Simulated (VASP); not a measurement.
The system is BaS.

```xyz
2
Lattice="0.0000 3.1938 3.1938 3.1938 0.0000 3.1938 3.1938 3.1938 0.0000" Properties=species:S:1:pos:R:3 pbc="T T T"
Ba    0.0000    0.0000    0.0000
S     3.1938    3.1938    3.1938
```

- Program: VASP 6.6.1
- Task: relaxation of cell and atoms
- Functional: PBE
- Potentials or basis: VASP PAW PBE potentials, release 64 (Ba_sv, S_h)
- Cutoff: 980 eV
- k mesh: 7 × 7 × 7
- Occupations: fermi-dirac, width 0.05 eV
- Spin: no spin polarisation

At the start: pressure 1.4 GPa; volume 32.58 Å³/atom.

**Question.** Where does the relaxation end?

**Answer.** Over 3 steps the energy falls by 4.7 meV/atom and the volume is 33.65 Å³/atom (+3.3 %); space group Fm-3m (No. 225, to 0.05 Å).

Step by step:
```
step  energy change (eV)  largest force (eV/Å)  pressure (GPa)  volume (Å³)
   1              0.0000                0.0000            1.45        65.15
   2             -0.0087                0.0000           -0.40        67.97
   3             -0.0095                0.0000            0.00        67.31
```

Final structure:
```
Ba S
1.0
     0.00000    3.22860    3.22860
     3.22860    0.00000    3.22860
     3.22860    3.22860    0.00000
Ba S
1 1
Cartesian
  0.0000 0.0000 0.0000
  3.2286 3.2286 3.2286
```
